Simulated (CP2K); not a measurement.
# Si (P-1) in CP2K: convergence with cutoff ry

Aim: find how far cutoff ry must go before the results for Si settle, at RPBE. This setting moves, with any that are tied to it; all else stays.

All numbers are computed with CP2K 2026.2; they aren't measurements. Logs are shortened: lines on timing, memory, paths and dates and some standing lists are left out, and cuts for length are marked.

### Step 1. The crystal as given

The typed cell holds 1 atom: a = 2.663 Å, b = 2.615 Å, c = 2.488 Å, α = 88.18°, β = 90.31°, γ = 122.18°.

This isn't the form of Si at room conditions, which is diamond.

### Step 2. With cutoff ry 100 Ry

Input file si_converge.inp:

```
&GLOBAL
  PROJECT si_converge
  RUN_TYPE ENERGY_FORCE
  PRINT_LEVEL LOW
&END GLOBAL
&FORCE_EVAL
  METHOD QS
  STRESS_TENSOR ANALYTICAL
  &DFT
    BASIS_SET_FILE_NAME BASIS_pob
    POTENTIAL_FILE_NAME POTENTIAL_UZH
    &MGRID
      CUTOFF 100
      REL_CUTOFF 60
      NGRIDS 5
    &END MGRID
    &QS
      METHOD GAPW
      EPS_DEFAULT 1.0E-10
    &END QS
    &KPOINTS
      SCHEME MONKHORST-PACK 9 9 8
      GAMMA_CENTERED T
      SYMMETRY T
      SYMMETRY_BACKEND SPGLIB
    &END KPOINTS
    &SCF
      SCF_GUESS ATOMIC
      EPS_SCF 1.0E-6
      MAX_SCF 100
      ADDED_MOS 8
      CHOLESKY OFF
      EPS_EIGVAL 1.0E-7
      &DIAGONALIZATION ON
        ALGORITHM STANDARD
      &END DIAGONALIZATION
      &MIXING ON
        METHOD BROYDEN_MIXING
        ALPHA 0.2
        BETA 1.5
        NBUFFER 8
      &END MIXING
      &SMEAR ON
        METHOD FERMI_DIRAC
        ELECTRONIC_TEMPERATURE 580.23
      &END SMEAR
    &END SCF
    &XC
      &XC_FUNCTIONAL
        &GGA_X_RPBE
        &END GGA_X_RPBE
        &GGA_C_PBE
        &END GGA_C_PBE
      &END XC_FUNCTIONAL
    &END XC
    &PRINT
      &KPOINTS ON
      &END KPOINTS
      &MULLIKEN ON
      &END MULLIKEN
      &MO ON
        ENERGIES T
        OCCUPATION_NUMBERS T
        &EACH
          QS_SCF 0
        &END EACH
        ADD_LAST NUMERIC
      &END MO
    &END PRINT
  &END DFT
  &SUBSYS
    &CELL
      A 2.6625057424 0.0000000000 0.0000000000
      B -1.3928676793 2.2133389794 0.0000000000
      C -0.0133802894 0.0847961291 2.4866391473
      PERIODIC XYZ
    &END CELL
    &COORD
      SCALED
      Si  0.0000000000 0.0000000000 0.0000000000
    &END COORD
    &KIND Si
      BASIS_SET pob-DZVP-rev2
      POTENTIAL ALL
      LEBEDEV_GRID 110
      RADIAL_GRID 80
    &END KIND
    &PRINT
      &ATOMIC_COORDINATES ON
      &END ATOMIC_COORDINATES
      &CELL ON
      &END CELL
    &END PRINT
  &END SUBSYS
  &PRINT
    &FORCES ON
    &END FORCES
    &STRESS_TENSOR ON
    &END STRESS_TENSOR
  &END PRINT
&END FORCE_EVAL
```

Potentials or basis: all electrons (GAPW); pob-DZVP-rev2 basis.

The run is started by

```sh
$ OMP_NUM_THREADS=1 cp2k.psmp -i si_converge.inp -o si_converge.out
```

si_converge.out:

```text

 CP2K| version string:                                       CP2K version 2026.2
 CP2K| Input file name                                           si_converge.inp

 GLOBAL| Force Environment number                                              1
 GLOBAL| Basis set file name                                           BASIS_pob
 GLOBAL| Potential file name                                       POTENTIAL_UZH
 GLOBAL| MM Potential file name                                     MM_POTENTIAL
 GLOBAL| Coordinate file name                                      __STD_INPUT__
 GLOBAL| Method name                                                        CP2K
 GLOBAL| Project name                                                si_converge
 GLOBAL| Run type                                                   ENERGY_FORCE
 GLOBAL| FFT library                                                       FFTW3
 GLOBAL| Diagonalization library                                       ScaLAPACK
 GLOBAL| Cholesky decomposition library                                ScaLAPACK
 GLOBAL| DGEMM library                                                      BLAS
 GLOBAL| Direct generalized diagonalization requested                          F
 GLOBAL| Matrix multiplication library                                 ScaLAPACK
 GLOBAL| Global print level                                                  LOW
 GLOBAL| Total number of message passing processes                             1
 GLOBAL| Number of threads for this process                                    1
 GLOBAL| CPU model name                                                  UNKNOWN

 CELL| Volume [angstrom^3]:                                            14.653833
 CELL| Vector a [angstrom]:       2.663     0.000     0.000   |a| =     2.662506
 CELL| Vector b [angstrom]:      -1.393     2.213     0.000   |b| =     2.615139
 CELL| Vector c [angstrom]:      -0.013     0.085     2.487   |c| =     2.488121
 CELL| Angle (b,c), alpha [degree]:                                    88.182938
 CELL| Angle (a,c), beta  [degree]:                                    90.308119
 CELL| Angle (a,b), gamma [degree]:                                   122.182457
 CELL| Numerically orthorhombic:                                              NO
 CELL| Periodicity                                                           XYZ

 CELL_REF| Volume [angstrom^3]:                                        14.653833
 CELL_REF| Vector a [angstrom     2.663     0.000     0.000   |a| =     2.662506
 CELL_REF| Vector b [angstrom    -1.393     2.213     0.000   |b| =     2.615139
 CELL_REF| Vector c [angstrom    -0.013     0.085     2.487   |c| =     2.488121
 CELL_REF| Angle (b,c), alpha [degree]:                                88.182938
 CELL_REF| Angle (a,c), beta  [degree]:                                90.308119
 CELL_REF| Angle (a,b), gamma [degree]:                               122.182457
 CELL_REF| Numerically orthorhombic:                                          NO
 CELL_REF| Periodicity                                                       XYZ
[... 9 lines left out ...]
 TOTAL NUMBERS AND MAXIMUM NUMBERS

  Total number of            - Atomic kinds:                                   1
                             - Atoms:                                          1
                             - Shell sets:                                     8
                             - Shells:                                         8
[... 122 lines left out ...]
  Total Rho_soft + Rho1_hard - Rho1_soft      -13.9999993927
  Total charge density (r-space):               0.0000006073
  Total Rho_soft + Rho0_soft (g-space):         0.0000033476

  Overlap energy of the core charge distribution:               0.00000000000221
  Self energy of the core charge distribution:               -125.66040724472757
  Core Hamiltonian energy:                                   -161.71047420074663
  Hartree energy:                                              16.31542803469804
  Exchange-correlation energy:                                 -4.07623375095037

  GAPW| Exc from hard and soft atomic rho1:                   -16.85335191418910
  GAPW| local Eh = 1 center integrals:                          2.58425927837809
  Electronic entropic energy:                                  -0.00014068734592
  Fermi energy:                                                 0.38538224793520

  Total energy:                                              -289.40092048487037
  Total energy (extrapolated to T->0):                       -289.40085014119740

 MO| EIGENVALUES AND OCCUPATION NUMBERS FOR K POINT 1
 MO|
 MO|  Index      Eigenvalue [a.u.]        Eigenvalue [eV]             Occupation
 MO|      1             -64.949638           -1767.369536               2.000000
 MO|      2              -4.566333            -124.256238               2.000000
 MO|      3              -2.971422             -80.856497               2.000000
 MO|      4              -2.970581             -80.833629               2.000000
 MO|      5              -2.964847             -80.677577               2.000000
 MO|      6               0.216596               5.893871               2.000000
 MO|      7               0.241417               6.569281               2.000000
 MO|      8               0.406072              11.049781               0.000026
 MO|      9               0.585548              15.933578               0.000000
 MO|     10               0.607536              16.531886               0.000000
 MO|     11               0.936270              25.477191               0.000000
 MO|     12               1.011258              27.517733               0.000000
 MO|     13               1.462778              39.804213               0.000000
[... 276 lines left out ...]
 MO|      5              -2.964677             -80.672973               2.000000
 MO|      6               0.142999               3.891207               2.000000
 MO|      7               0.251515               6.844064               2.000000
 MO|      8               0.393993              10.721104               0.018272
 MO|      9               0.582990              15.863978               0.000000
 MO|     10               0.795425              21.644607               0.000000
 MO|     11               0.903924              24.597022               0.000000
 MO|     12               1.127591              30.683313               0.000000
 MO|     13               1.290925              35.127862               0.000000
 MO|     14               1.356505              36.912389               0.000000
 MO|     15               1.714237              46.646757               0.000000
 MO| Sum:                                                              14.018272
 MO| E(Fermi):            0.385382 a.u.         10.486784 eV
 MO| Band gap:            0.142479 a.u.          3.877040 eV

 [... the levels of further k-points ...]

 !-----------------------------------------------------------------------------!
                     Mulliken Population Analysis

 #  Atom  Element  Kind  Atomic population                           Net charge
       1     Si       1         14.000000                              0.000000
 # Total charge                             14.000000                  0.000000

 !-----------------------------------------------------------------------------!

 ENERGY| Total FORCE_EVAL ( QS ) energy [hartree]           -289.400912605746839

 FORCES| Atomic forces [hartree/bohr]
 FORCES|   Atom     x               y               z               |f|
 FORCES|      1 -1.03069802E-14 -4.08091639E-16 -9.59774269E-15   1.40896077E-14
 FORCES| Sum    -1.03069802E-14 -4.08091639E-16 -9.59774269E-15
 FORCES| Total atomic force                                       1.40896077E-14

 STRESS| Analytical stress tensor [bar]
 STRESS|                        x                   y                   z
 STRESS|      x        1.23026414984E+05  -7.84206677492E+04  -5.90766135873E+03
 STRESS|      y       -7.84206677492E+04   1.97069809699E+05  -1.69902620305E+04
 STRESS|      z       -5.90766135873E+03  -1.69902620305E+04   2.04239340402E+04
 STRESS| 1/3 Trace                                             1.13506719574E+05
 STRESS| Determinant                                           3.11436573043E+14

 STRESS| Eigenvectors and eigenvalues of the analytical stress tensor [bar]
 STRESS|                        1                   2                   3
 STRESS| Eigenvalues   1.63959550082E+04   7.68012963944E+04   2.47322907321E+05
 STRESS|      x           0.177417960823      0.828427272230     -0.531254291092
 STRESS|      y           0.168192333168      0.506352273167      0.845765165115
 STRESS|      z           0.969656746607     -0.239406829655     -0.049499128013
```

Wall time 13 s (1 thread of Arm Neoverse V1, shared host); peak memory 0.17 GiB.

Results:

```yaml
Free_energy: -7874.9993 eV
Pressure: 11.4 GPa
Band_gap_on_the_k_mesh: none (metal or under the smearing width)
```

### Step 3. With cutoff ry 150 Ry

Changes to si_converge.inp since step 2:

```diff
@@ -12,3 +12,3 @@
     &MGRID
-      CUTOFF 100
+      CUTOFF 150
       REL_CUTOFF 60
```

Potentials or basis: all electrons (GAPW); pob-DZVP-rev2 basis.

The run is started by

```sh
$ OMP_NUM_THREADS=1 cp2k.psmp -i si_converge.inp -o si_converge.out
```

Run time: 15 s. Hardware: 1 thread of Arm Neoverse V1, shared host; peak memory 0.17 GiB.

Results:

| Property | Result |
| --- | --- |
| Free energy | -7874.8712 eV |
| Pressure | 6.1 GPa |
| Band gap on the k mesh | none (metal or under the smearing width) |

### Step 4. With cutoff ry 210 Ry

Changes to si_converge.inp since step 3:

```diff
@@ -12,3 +12,3 @@
     &MGRID
-      CUTOFF 150
+      CUTOFF 210
       REL_CUTOFF 60
```

The run is started by

```sh
$ OMP_NUM_THREADS=1 cp2k.psmp -i si_converge.inp -o si_converge.out
```

Wall time 16 s (1 thread of Arm Neoverse V1, shared host); peak memory 0.17 GiB.

What came out:

```yaml
Free_energy: -7874.8709 eV
Pressure: 6.1 GPa
Band_gap_on_the_k_mesh: none (metal or under the smearing width)
```

### Step 5. With cutoff ry 280 Ry

Changes to si_converge.inp since step 4:

```diff
@@ -12,3 +12,3 @@
     &MGRID
-      CUTOFF 210
+      CUTOFF 280
       REL_CUTOFF 60
```

The run is started by

```sh
$ OMP_NUM_THREADS=1 cp2k.psmp -i si_converge.inp -o si_converge.out
```

It took 15 s on 1 thread of Arm Neoverse V1, shared host; peak memory 0.18 GiB.

Results:

- Free energy: -7874.8708 eV
- Pressure: 6.1 GPa
- Band gap on the k mesh: none (metal or under the smearing width)

### Step 6. With cutoff ry 350 Ry

Changes to si_converge.inp since step 5:

```diff
@@ -12,3 +12,3 @@
     &MGRID
-      CUTOFF 280
+      CUTOFF 350
       REL_CUTOFF 60
```

Potentials or basis: all electrons (GAPW); pob-DZVP-rev2 basis.

The run is started by

```sh
$ OMP_NUM_THREADS=1 cp2k.psmp -i si_converge.inp -o si_converge.out
```

It took 15 s on 1 thread of Arm Neoverse V1, shared host; peak memory 0.18 GiB.

What came out:

```yaml
Free_energy: -7874.8708 eV
Pressure: 6.1 GPa
Band_gap_on_the_k_mesh: none (metal or under the smearing width)
```

### Step 7. With cutoff ry 420 Ry

Changes to si_converge.inp since step 6:

```diff
@@ -12,3 +12,3 @@
     &MGRID
-      CUTOFF 350
+      CUTOFF 420
       REL_CUTOFF 60
```

The run is started by

```sh
$ OMP_NUM_THREADS=1 cp2k.psmp -i si_converge.inp -o si_converge.out
```

Run time: 16 s. Hardware: 1 thread of Arm Neoverse V1, shared host; peak memory 0.19 GiB.

What came out:

```yaml
Free_energy: -7874.8708 eV
Pressure: 6.1 GPa
Band_gap_on_the_k_mesh: none (metal or under the smearing width)
```

### Step 8. With cutoff ry 500 Ry

Changes to si_converge.inp since step 7:

```diff
@@ -12,3 +12,3 @@
     &MGRID
-      CUTOFF 420
+      CUTOFF 500
       REL_CUTOFF 60
```

The run is started by

```sh
$ OMP_NUM_THREADS=1 cp2k.psmp -i si_converge.inp -o si_converge.out
```

Wall time 15 s (1 thread of Arm Neoverse V1, shared host); peak memory 0.19 GiB.

It converged, with:

* Free energy: -7874.8708 eV
* Pressure: 6.1 GPa
* Band gap on the k mesh: none (metal or under the smearing width)

### Step 9. With cutoff ry 620 Ry

Changes to si_converge.inp since step 8:

```diff
@@ -12,3 +12,3 @@
     &MGRID
-      CUTOFF 500
+      CUTOFF 620
       REL_CUTOFF 60
```

Potentials or basis: all electrons (GAPW); pob-DZVP-rev2 basis.

The run is started by

```sh
$ OMP_NUM_THREADS=1 cp2k.psmp -i si_converge.inp -o si_converge.out
```

Wall time 16 s (1 thread of Arm Neoverse V1, shared host); peak memory 0.2 GiB.

It converged, with:

| Quantity | Value |
| --- | --- |
| Free energy | -7874.8708 eV |
| Pressure | 6.1 GPa |
| Band gap on the k mesh | none (metal or under the smearing width) |

### Step 10. With cutoff ry 800 Ry

Changes to si_converge.inp since step 9:

```diff
@@ -12,3 +12,3 @@
     &MGRID
-      CUTOFF 620
+      CUTOFF 800
       REL_CUTOFF 60
```

The run is started by

```sh
$ OMP_NUM_THREADS=1 cp2k.psmp -i si_converge.inp -o si_converge.out
```

Wall time 16 s (1 thread of Arm Neoverse V1, shared host); peak memory 0.22 GiB.

Results (log left out):

```yaml
Free_energy: -7874.8708 eV
Pressure: 6.1 GPa
Band_gap_on_the_k_mesh: none (metal or under the smearing width)
```

### Step 11. The series at a glance

```tsv
cutoff ry	energy less the tightest run, at zero smearing (meV/atom)	pressure (GPa)	SCF cycles	CPU time (s)	peak memory (GiB)
100 Ry	-128.56	11.35	12	13	0.17
150 Ry	-0.43	6.15	12	15	0.17
210 Ry	-0.07	6.08	12	16	0.17
280 Ry	0.00	6.08	12	15	0.18
350 Ry	0.00	6.08	12	15	0.18
420 Ry	0.00	6.08	12	16	0.19
500 Ry	0.00	6.08	12	15	0.19
620 Ry	0.00	6.08	12	16	0.2
800 Ry	0.00	6.08	12	16	0.22
```

Against the tightest run, the energy stays within 1 meV/atom from 150 Ry on; the pressure stays within 0.1 GPa from 150 Ry on. The tightest run that finished is the yardstick and may itself not be fully converged.

Caveats: the basis of atomic orbitals isn't converged, which shifts pressures, moduli and gaps.
